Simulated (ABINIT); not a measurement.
Runs of ABINIT 10.8.3 (patched build) on ZnO (zincite). Symmetry: P6_3mc, No. 186, hexagonal system. Conventional cell: a = 3.249 Å, b = 3.249 Å, c = 5.206 Å, α = 90.00°, β = 90.00°, γ = 120.00°. Zn (site symmetry 3m) has 4 O at 1.97 to 1.98 Å as nearest neighbours. O (site symmetry 3m) has 4 Zn at 1.97 to 1.98 Å as nearest neighbours. 

```tsv
task	level	potentials or basis	k mesh	cutoff (eV)	smearing	fine-grid cutoff	stop of the response cycle (tolvrs)	acoustic sum rule (asr)	mesh quality	gap on the mesh (eV)	pressure (GPa)	largest force (eV/Å)
single point	r2SCAN	Ansatz PAW PBE default generated set, frozen core	7 × 7 × 4	517	fermi-dirac 0.05 eV	1034.03 eV	-	-	not flagged	1.24	-	0.07
band structure	RPBE	JTH PAW PBE v2.0	9 × 9 × 5	626	fermi-dirac 0.05 eV	1224.51 eV	-	-	not flagged	(a)	(b)	(c)
band structure	LDA	JTH PAW LDA v2.0	9 × 9 × 5	626	fermi-dirac 0.05 eV	1224.51 eV	-	-	not flagged	0.72	-7.7	0.05
single point	PBE	JTH PAW PBE v2.0	5 × 5 × 3	626	fermi-dirac 0.05 eV	1224.51 eV	-	-	coarse	0.79	4.3	0.07
single point	LDA	JTH PAW LDA v2.0	4 × 4 × 2	626	fermi-dirac 0.05 eV	1224.51 eV	-	-	coarse	0.71	-7.8	0.05
band structure	WC	JTH PAW PBE v2.0	9 × 9 × 5	626	fermi-dirac 0.05 eV	1224.51 eV	-	-	not flagged	0.68	-1.9	0.06
single point	PBE	JTH PAW PBE v2.0	7 × 7 × 4	626	fermi-dirac 0.05 eV	1224.51 eV	-	-	not flagged	0.79	4.3	0.07
single point	LDA	JTH PAW LDA v2.0	12 × 12 × 6	626	fermi-dirac 0.05 eV	1224.51 eV	-	-	not flagged	0.72	-7.7	0.05
single point	PBEsol	JTH PAW PBE v2.0	4 × 4 × 2	626	fermi-dirac 0.05 eV	1224.51 eV	-	-	coarse	(d)	-1.9	0.06
band structure	HCTH407	JTH PAW PBE v2.0	9 × 9 × 5	626	fermi-dirac 0.05 eV	1224.51 eV	-	-	not flagged	1.41	6.7	0.07
dielectric tensor	PBE	PseudoDojo NC SR PBE v0.4.1 standard	6 × 6 × 4, shifted	1034	fixed	-	1e-08	1	coarse	-	-	0.07
single point	PBEsol	PseudoDojo NC SR PBEsol v0.4.1 standard	7 × 7 × 4	1034	fermi-dirac 0.05 eV	-	-	-	not flagged	0.76	-3.0	0.06
```

Alike in all rows: no spin polarisation; cell as given.

Q: Estimate the missing entries.

A: (a) 0.89; (b) 8.9; (c) 0.08; (d) 0.67.

Caveats: some runs use coarse meshes; the PAW data sets were made with another functional, which shifts forces and pressure a little (some runs); an odd mesh through Γ misses points on the zone boundary, where band edges often lie (some runs); the atomic spheres overlap (some runs).

Not every run made on this cell is shown here.
